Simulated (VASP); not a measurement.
MnS, 4 atoms in the cell. The structure is cubic, space group F-43m (No. 216). Conventional cell: a = 5.600 Å, b = 5.600 Å, c = 5.600 Å, α = 90.00°, β = 90.00°, γ = 90.00°. Mn (site symmetry -43m) is surrounded by 4 S at 2.42 Å. Around S (site symmetry -43m) lie 4 Mn at 2.42 Å. 

- Program: VASP 6.6.1
- Task: single point
- Functional: HSE06
- Potentials or basis: VASP PAW PBE potentials, release 64 (Mn_pv, S)
- Cutoff: 450 eV
- k mesh: 4 × 4 × 2
- Occupations: gaussian, width 0.05 eV
- Spin: collinear spin, antiferromagnetic start
- Starting moments: [4.0, -4.0, 0.0, 0.0] μB
- Grid for exact exchange (PRECFOCK): Fast
- Screening parameter: 0.2 1/A
- Further INCAR settings: ALGO = Normal; EDIFF = 1e-06; NBANDS = 31

Potentials or basis: VASP PAW PBE potentials, release 64 (Mn_pv, S).

Run with:

```sh
$ cat potpaw_PBE.64/Mn_pv/POTCAR potpaw_PBE.64/S/POTCAR > POTCAR
$ cp INCAR.step1 INCAR
$ mpirun -np 1 vasp_std > vasp.out
$ cp INCAR.step2 INCAR
$ mpirun -np 1 vasp_std > vasp.out
```

Hardware: 1 thread of AMD EPYC 7R43 64-Core Processor (Zen 3), on a shared host.

Problem. How long does it take, and how much memory?

Solution. Run time: 24 min on 1 thread of AMD EPYC 7R43 64-Core Processor (Zen 3), with other jobs on the host, peak memory 0.31 GiB. Counts: scf iterations 9, k points 8.
